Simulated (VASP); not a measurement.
# AlN (P6_3mc) in VASP: notebook, part 2 of 2

VASP 6.6.1. Earlier steps stand in the parts before.

### 3 Band structure, LDA

Contents of INCAR:

```
SYSTEM = AlN
ALGO = Normal ; EDIFF = 1E-6
ENCUT = 520 ; ISIF = 2
ISMEAR = 0 ; KPAR = 2
LASPH = .True. ; LCHARG = .False.
LREAL = .False. ; LWAVE = .False.
NBANDS = 16 ; NELM = 80
PREC = Accurate ; SIGMA = 0.03
```

Contents of KPOINTS:

```
k-points
0
Gamma
  12 12 6
  0 0 0
```

Contents of POSCAR:

```
AlN                                     
1.0
    3.1131018738     -0.0000000000      0.0000000000
   -1.5565509369      2.6960253073      0.0000000000
    0.0000000000      0.0000000000      4.9818131052
  Al              N             
     2     2
Direct
     0.3333333332999970    0.6666666667000030    0.9989855796533158
     0.6666666667000030    0.3333333332999970    0.4989855796533157
     0.3333333332999970    0.6666666667000030    0.3810144203466868
     0.6666666667000030    0.3333333332999970    0.8810144203466868
```

KPOINTS_OPT is that of step 2.

Potentials or basis: VASP PAW LDA potentials, release 64 (Al, N).

Started as:

```console
$ cat potpaw_LDA.64/Al/POTCAR potpaw_LDA.64/N/POTCAR > POTCAR
$ mpirun -np 2 vasp_std > vasp.out
```

OUTCAR:

```text
SYSTEM = AlN
   EDIFF = 1E-6
   ENCUT = 520
   ISIF = 2
   ISMEAR = 0
   LASPH = .True.
   LREAL = .False.
   NELM = 80
   PREC = Accurate

 ion  position               nearest neighbor table
   1  0.333  0.667  0.999-   4 1.89   4 1.89   4 1.89   3 1.90   2 3.07   2 3.07   2 3.07   2 3.07
                             2 3.07   2 3.07
   2  0.667  0.333  0.499-   3 1.89   3 1.89   3 1.89   4 1.90   1 3.07   1 3.07   1 3.07   1 3.07
                             1 3.07   1 3.07
   3  0.333  0.667  0.381-   2 1.89   2 1.89   2 1.89   1 1.90
   4  0.667  0.333  0.881-   1 1.89   1 1.89   1 1.89   2 1.90

  LATTYP: Found a hexagonal cell.
 ALAT       =     3.1131018738
 C/A-ratio  =     1.6002730740

  Lattice vectors:

 A1 = (   3.1131018738,   0.0000000000,   0.0000000000)
 A2 = (  -1.5565509369,   2.6960253073,   0.0000000000)
 A3 = (   0.0000000000,   0.0000000000,   4.9818131052)

Analysis of symmetry for initial positions (statically):
=====================================================================
 Subroutine PRICEL returns:
 Original cell was already a primitive cell.

 Routine SETGRP: Setting up the symmetry group for a
 hexagonal supercell.

 Subroutine GETGRP returns: Found 12 space group operations
 (whereof  6 operations were pure point group operations)
 out of a pool of 24 trial point group operations.

The static configuration has the point symmetry C_3v.
 The point group associated with its full space group is C_6v.

Analysis of symmetry for dynamics (positions and initial velocities):
=====================================================================
 Subroutine PRICEL returns:
 Original cell was already a primitive cell.

 Routine SETGRP: Setting up the symmetry group for a
 hexagonal supercell.

 Subroutine GETGRP returns: Found 12 space group operations
 (whereof  6 operations were pure point group operations)
 out of a pool of 24 trial point group operations.

The dynamic configuration has the point symmetry C_3v.
 The point group associated with its full space group is C_6v.

 Subroutine INISYM returns: Found 12 space group operations
 (whereof  6 operations are pure point group operations),
 and found     1 'primitive' translations

----------------------------------------------------------------------------------------

                                     Primitive cell

  volume of cell :      41.8124

  direct lattice vectors                    reciprocal lattice vectors
     3.113101874  0.000000000  0.000000000     0.321223025  0.185458200  0.000000000
    -1.556550937  2.696025307  0.000000000     0.000000000  0.370916400  0.000000000
     0.000000000  0.000000000  4.981813105     0.000000000  0.000000000  0.200730132

  length of vectors
     3.113101874  3.113101874  4.981813105     0.370916400  0.370916400  0.200730132

  position of ions in fractional coordinates (direct lattice)
     0.333333333  0.666666667  0.998985580
     0.666666667  0.333333333  0.498985580
     0.333333333  0.666666667  0.381014420
     0.666666667  0.333333333  0.881014420

  ion indices of the primitive-cell ions
   primitive index   ion index
                 1           1
                 2           2
                 3           3
                 4           4

----------------------------------------------------------------------------------------

[... 23 lines left out ...]

 Following reciprocal coordinates:
            Coordinates               Weight
  0.000000  0.000000  0.000000      1.000000
  0.083333  0.000000  0.000000      6.000000
  0.166667  0.000000  0.000000      6.000000
  0.250000 -0.000000  0.000000      6.000000
  0.333333 -0.000000  0.000000      6.000000
  0.416667 -0.000000  0.000000      6.000000
[... 16 lines left out ...]
  0.250000 -0.000000  0.166667     12.000000
  0.333333 -0.000000  0.166667     12.000000
 [... further k-points ...]
   k-points           NKPTS =     76   k-points in BZ     NKDIM =     76   number of bands    NBANDS=     16
   number of dos      NEDOS =    301   number of ions     NIONS =      4
   total plane-waves  NPLWV =  23040
   dimension x,y,z NGX =    24 NGY =   24 NGZ =   40
   dimension x,y,z NGXF=    48 NGYF=   48 NGZF=   80
   ions per type =               2   2
   NGX,Y,Z   is equivalent  to a cutoff of  12.82, 12.82, 13.35 a.u.
   NGXF,Y,Z  is equivalent  to a cutoff of  25.63, 25.63, 26.70 a.u.
 SYSTEM =  AlN
   PREC   = accura    normal or accurate (medium, high low for compatibility)
   ISTART =      0    job   : 0-new  1-cont  2-samecut
   ICHARG =      2    charge: 1-file 2-atom 10-const
   ISPIN  =      1    spin polarized calculation?
   LNONCOLLINEAR =      F non collinear calculations
   LSORBIT =      F    spin-orbit coupling
   LASPH  =      T    aspherical Exc in radial PAW
   ENCUT  =  520.0 eV  38.22 Ry    6.18 a.u.   5.79  5.79  9.26*2*pi/ulx,y,z
   NELM   =     80;   NELMIN=  2; NELMDL= -5     # of ELM steps
   EDIFF  = 0.1E-05   stopping-criterion for ELM
   LREAL  =      F    real-space projection
   EDIFFG = 0.1E-04   stopping-criterion for IOM
   NSW    =      0    number of steps for IOM
   IBRION =     -1    ionic relax: 0-MD 1-quasi-New 2-CG
   NFREE  =      0    steps in history (QN), initial steepest desc. (CG)
   ISIF   =      2    stress and relaxation
   ISYM   =      2    0-nonsym 1-usesym 2-fastsym
   POTIM  = 0.5000    time-step for ionic-motion
   TEBEG  =    0.0;   TEEND  =   0.0 temperature during run
   PSTRESS=    0.0 pullay stress
   NELECT =      16.0000    total number of electrons
   NUPDOWN=      -1.0000    fix difference up-down
   EMIN   =  10.00;   EMAX   =-10.00  energy-range for DOS
   EFERMI =   0.00;   METHOD = LEGACY
   ISMEAR =     0;   SIGMA  =   0.03  broadening in eV -4-tet -1-fermi 0-gaus
   EFERMI_NEDOS =   21; number of points for ismear=-14 and -15
   IALGO  =     38    algorithm
   IMIX   =      4    mixing-type and parameters
     AMIX     =   0.40;   BMIX     =  1.00
     AMIX_MAG =   1.60;   BMIX_MAG =  1.00
  volume/ion in A,a.u.               =      10.45        70.54
  Fermi-wavevector in a.u.,A,eV,Ry     =   1.188538  2.246012 19.219913  1.412624
  Thomas-Fermi vector in A             =   2.324666
   LORBIT       =      0    0 simple, 1 ext, 2 COOP (PROOUT), +10 PAW based schemes
   GGA     = CA    functional components
   LHFCALC =     F    Hartree Fock is set to
   AEXX    =    0.0000 exact exchange contribution
   IVDW    =     0    specifies the selected vdW correction
   LEPSILON=     F    determine dielectric tensor
   LRPA    =     F    only Hartree local field effects (RPA)
 non-spin polarized calculation
 Gauss-broadening in eV      SIGMA  =   0.03
  energy-cutoff  :      520.00
  volume of cell :       41.81
 maximum number of plane-waves:      1152
 NGX is ok and might be reduce to    24
   NGX = 11   NGY = 11   NGZ = 19

 number of electron      16.0000000 magnetization

 Free energy of the ion-electron system (eV)
  ---------------------------------------------------
  ext. energy  EPLUGINS =         0.00000000
  ---------------------------------------------------
  free energy    TOTEN  =       -32.83061316 eV

  energy without entropy =      -32.83061316  energy(sigma->0) =      -32.83061316

 E-fermi :   6.0470     XC(G=0): -11.2408

 val. band max:        5.8875261195   @ k =   0.0000   0.0000   0.0000
 cond. band min:      10.1009655625   @ k =   0.0000   0.0000   0.0000
 fundamental gap:      4.2134394430
 Fermi energy:         6.0469742831

 k-point     1 :       0.0000    0.0000    0.0000
  band No.  band energies     occupation
      1      -9.1432      2.00000
      2      -6.9236      2.00000
      3      -0.1600      2.00000
      4       5.0065      2.00000
      5       5.0065      2.00000
      6       5.6631      2.00000
[... 433 lines left out ...]
      3       0.9307      2.00000
      4       1.9223      2.00000
      5       2.5162      2.00000
      6       4.0888      2.00000
[... 8 lines left out ...]
     15      18.1060      0.00000
     16      19.9448      0.00000

 [... further k-points ...]
[... 5 lines left out ...]
  --------------------------------------------------------------------------------------
  -------------------------------------------------------------------------------------
  Total       -1.1245891     -1.1245891     -1.0415380      0.0000000      0.0000000      0.0000000
  in kB      -43.0923040    -43.0923040    -39.9099300      0.0000000      0.0000000      0.0000000
  external PRESSURE =     -42.0315127 kB  Pullay stress =       0.0000000 kB

 VOLUME and BASIS-vectors are now :
 -----------------------------------------------------------------------------
  energy-cutoff  :      520.00
  volume of cell :       41.81
      direct lattice vectors                 reciprocal lattice vectors
     3.113101874  0.000000000  0.000000000     0.321223025  0.185458200  0.000000000
    -1.556550937  2.696025307  0.000000000     0.000000000  0.370916400  0.000000000
     0.000000000  0.000000000  4.981813105     0.000000000  0.000000000  0.200730132

 POSITION                                       TOTAL-FORCE (eV/Angst)
 -----------------------------------------------------------------------------------
     -0.00000      1.79735      4.97676         0.000000      0.000000      0.011328
      1.55655      0.89868      2.48585        -0.000000      0.000000      0.011328
     -0.00000      1.79735      1.89814         0.000000     -0.000000     -0.011328
      1.55655      0.89868      4.38905        -0.000000      0.000000     -0.011328
 -----------------------------------------------------------------------------------
    total drift:                               -0.000000      0.000000      0.000529

  FREE ENERGIE OF THE ION-ELECTRON SYSTEM (eV)
  ---------------------------------------------------
  free  energy   TOTEN  =       -32.8306131612 eV

  energy  without entropy=      -32.8306131612  energy(sigma->0) =      -32.83061316
```

It took 64 s on 2 MPI ranks of AMD EPYC 7R13 (Zen 3), shared host; peak memory 0.16 GiB.

What came out:

```yaml
Free_energy: -32.8306 eV
Pressure: -4.2 GPa
Largest_force: 0.011 eV/Å
Band_gap_on_the_k_mesh: 4.21 eV, direct
Band_gap_along_the_path: 4.21 eV, direct
```

Forces on the atoms (eV/Å):
```
Al   0.000  0.000  0.011
Al   0.000  0.000  0.011
N    0.000  0.000 -0.011
N    0.000  0.000 -0.011
```

Stress tensor (GPa, compression positive):
```
-4.31  0.00  0.00
 0.00 -4.31  0.00
 0.00  0.00 -3.99
```

Levels at the corners of the path, in eV from the valence-band top:
| point | band 6 | band 7 | band 8 | band 9 | band 10 | band 11 |
| --- | --- | --- | --- | --- | --- | --- |
| Γ | -0.22 | -0.22 | 0.00 | 4.21 | 6.52 | 10.47 |
| M | -2.12 | -1.81 | -0.71 | 5.64 | 5.68 | 8.06 |
| M | -2.12 | -1.81 | -0.71 | 5.64 | 5.68 | 8.06 |
| K | -2.49 | -2.41 | -2.41 | 4.90 | 8.21 | 9.52 |
| K | -2.49 | -2.41 | -2.41 | 4.90 | 8.21 | 9.52 |
| Γ | -0.22 | -0.22 | 0.00 | 4.21 | 6.52 | 10.47 |
| Γ | -0.22 | -0.22 | 0.00 | 4.21 | 6.52 | 10.47 |
| A | -0.56 | -0.56 | -0.56 | 6.40 | 6.40 | 10.13 |
| A | -0.56 | -0.56 | -0.56 | 6.40 | 6.40 | 10.13 |
| L | -1.49 | -1.38 | -1.38 | 5.18 | 5.18 | 9.06 |
| L | -1.49 | -1.38 | -1.38 | 5.18 | 5.18 | 9.06 |
| H | -3.91 | -0.81 | -0.81 | 7.28 | 7.28 | 7.68 |
| H | -3.91 | -0.81 | -0.81 | 7.28 | 7.28 | 7.68 |
| A | -0.56 | -0.56 | -0.56 | 6.40 | 6.40 | 10.13 |
| L | -1.49 | -1.38 | -1.38 | 5.18 | 5.18 | 9.06 |
| M | -2.12 | -1.81 | -0.71 | 5.64 | 5.68 | 8.06 |
| K | -2.49 | -2.41 | -2.41 | 4.90 | 8.21 | 9.52 |
| H | -3.91 | -0.81 | -0.81 | 7.28 | 7.28 | 7.68 |

### 4 How close it comes

Step 2. A measured gap of AlN is 6.034 eV (an exciton energy, a little under the gap; 10 K; quoted in “Self-assembly of well-separated AlN nanowires directly on sputtered metallic TiN films”, 2019, arxiv:1910.07391); the calculated 4.19 eV misses it by -1.84 eV. 2 values of this kind are on record (6.034 to 6.0343 eV); this one was drawn at random. The value is that of PBE, without temperature or zero-point motion. Semilocal functionals fall short of measured gaps as a rule.

Step 3. Against the measured gap of AlN, 6.034 eV (an exciton energy, a little under the gap; 10 K; quoted in “Self-assembly of well-separated AlN nanowires directly on sputtered metallic TiN films”, 2019, arxiv:1910.07391), the calculated 4.21 eV is off by -1.82 eV. 2 values of this kind are on record (6.034 to 6.0343 eV); this one was drawn at random. The value is that of LDA, without temperature or zero-point motion. Semilocal functionals fall short of measured gaps as a rule.
